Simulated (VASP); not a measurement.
Input of a VASP 6.6.1 run:

File INCAR:

```
ALGO = Normal
EDIFF = 1E-7
EDIFFG = -0.01
ENCUT = 600
GGA = CA
IBRION = 2
ISIF = 2
ISMEAR = 0
LASPH = True
LCHARG = False
LREAL = False
LWAVE = False
NELM = 80
NSW = 40
PREC = Accurate
SIGMA = 0.03
```

The input KPOINTS:

```
k-points
0
Gamma
  10 10 10
```

File POSCAR:

```
NaF                                     
1.0
    0.0000000000      2.2639807279      2.2639807279
    2.2639807279      0.0000000000      2.2639807279
    2.2639807279      2.2639807279      0.0000000000
  Na              F             
     1     1
Direct
     0.0000000000000000    0.0000000000000000    0.0000000000000000
     0.5000000000000000    0.5000000000000000    0.5000000000000000
```

Potentials or basis: VASP PAW LDA potentials, release 64 (Na_pv, F).

Command:

```bash
$ cat potpaw_LDA.64/Na_pv/POTCAR potpaw_LDA.64/F/POTCAR > POTCAR
$ mpirun -np 1 vasp_std > vasp.out
```

**Question.** Estimate the band gap on the k mesh.

**Answer.** 6.34 eV, direct.

Final structure:
```
CELL_PARAMETERS angstrom
0.00000 2.26398 2.26398
2.26398 0.00000 2.26398
2.26398 2.26398 0.00000
ATOMIC_POSITIONS crystal
Na 0.00000 0.00000 0.00000
F 0.50000 0.50000 0.50000
```

Caveat: the relaxation stopped at its first step, so nothing moved. A k mesh can miss the band edges.
